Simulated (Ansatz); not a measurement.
**W: element swaps in one structure**

The task here is to estimate one member of a computed series from the others.

Computed with Ansatz 0.2.0 (DFT PBEsol, scalar-relativistic, plane waves, PAW, unless a step's input says otherwise).

1 further run of the same task is left out (set aside as unsound or not needed).

### The structure to begin with

Symmetry: Im-3m, No. 229, cubic system. The conventional cell has a = 3.154 Å, b = 3.154 Å, c = 3.154 Å, α = 90.00°, β = 90.00°, γ = 90.00°. W (site symmetry m-3m) has 8 W at 2.73 Å as nearest neighbours.

Coordinates:

```
W
1.0
    -1.57716    1.57716    1.57716
     1.57716   -1.57716    1.57716
     1.57716    1.57716   -1.57716
W
1
Direct
  0.00000 0.00000 0.00000
```

It goes back to an entry of the Materials Project.

It is the result of an earlier relaxation at this level (volume 15.69 Å³/atom; gap on the mesh: none (metal)).

Set-up of the first run:

File input.yaml:

```yaml
crystal:
  lattice:
    - [-1.5906440677, 1.5906440677, 1.5906440677]
    - [1.5906440677, -1.5906440677, 1.5906440677]
    - [1.5906440677, 1.5906440677, -1.5906440677]
  atoms:
    - { symbol: Nb, position: [0.0, 0.0, 0.0] }
basis:
  ecutwfc: 420
kpoints:
  mp_grid: { grid: [8, 8, 8] }
hamiltonian:
  xc: pbesol
scf:
  occupations: { method: gaussian, width: 0.1 }
output:
  forces: true
  stress: true
  eigenvalues: true
```

On the command line:

```
> ansatz run input.yaml --threads 1 --pin off --max-ram 2560MiB --backend cpu --events-out ev --progress --plain --runs-dir out
```

Steps of the session up to this table: Probe: one point at the start (Nb); A loose first relaxation (Nb); Full relaxation (Nb).

One table of the session follows, with a row left open; its other results are not shown here.

```
  swap  volume (Å³/atom)  a (Å)  b (Å)  c (Å)
  none             15.69  2.732  2.732  2.732
 W → V             12.95  2.562  2.562  2.562
W → Cr             11.14  2.437  2.437  2.437
W → Re             14.68  2.672  2.672  2.672
W → Nb             17.52  2.834  2.834  2.834
W → Mo                 ?      ?      ?      ?
```

Q: Estimate the row for W → Mo from the others.

**Answer.** volume (Å³/atom): 15.32; a (Å): 2.710; b (Å): 2.710; c (Å): 2.710. In the column «volume (Å³/atom)» it lies between W → Re (14.68) and none (15.69).

Lengths are those of the computed cell. Rows of earlier swaps come from the sessions before.

To keep in mind: Spin-orbit coupling is left out for W.
